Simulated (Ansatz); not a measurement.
Ti₃Al₅: zone-centre modes at 10 GPa

The calculation used DFT PBEsol, scalar-relativistic, plane waves, PAW in Ansatz 0.2.0. Plane waves to 420 eV; Γ-centred k mesh 10×10×6; Fermi-Dirac smearing of 0.15 eV. No spin polarisation. Phonons by linear response, acoustic sum rule imposed.

The cell, relaxed at 10 GPa:
```
CELL_PARAMETERS angstrom
3.79739 0.00000 0.00000
0.00000 3.79739 0.00000
0.00000 0.00000 8.05862
ATOMIC_POSITIONS crystal
Ti 0.00000 0.00000 0.50000
Ti 0.50000 0.50000 0.00000
Ti 0.50000 0.50000 0.50000
Al 0.00000 0.50000 0.25097
Al 0.00000 0.50000 0.74903
Al 0.50000 0.00000 0.25097
Al 0.50000 0.00000 0.74903
Al 0.00000 0.00000 0.00000
```

In a metal, frequencies and elastic constants depend on the k mesh and the smearing, soft modes and shear constants most. Other phases may be more stable at this pressure.

Optical modes at Γ; i marks an imaginary frequency:
```tsv
frequency (THz)	degeneracy
4.64	1
5.85	2
6.56	2
7.66	1
8.43	2
9.15	1
9.45	1
9.49	1
9.57	2
9.62	1
10.47	2
11.00	2
11.06	1
11.54	2
```

All 21 optical modes at Γ are real: no displacement of atoms at fixed cell lowers the energy to second order. Strains and modes at other wave vectors aren't tested by this run.

Whether Ti3Al5 exists in this form wasn't checked.

Cost: 1 run of about 9.5 core-minutes, on Arm Neoverse V2 (shared hosts).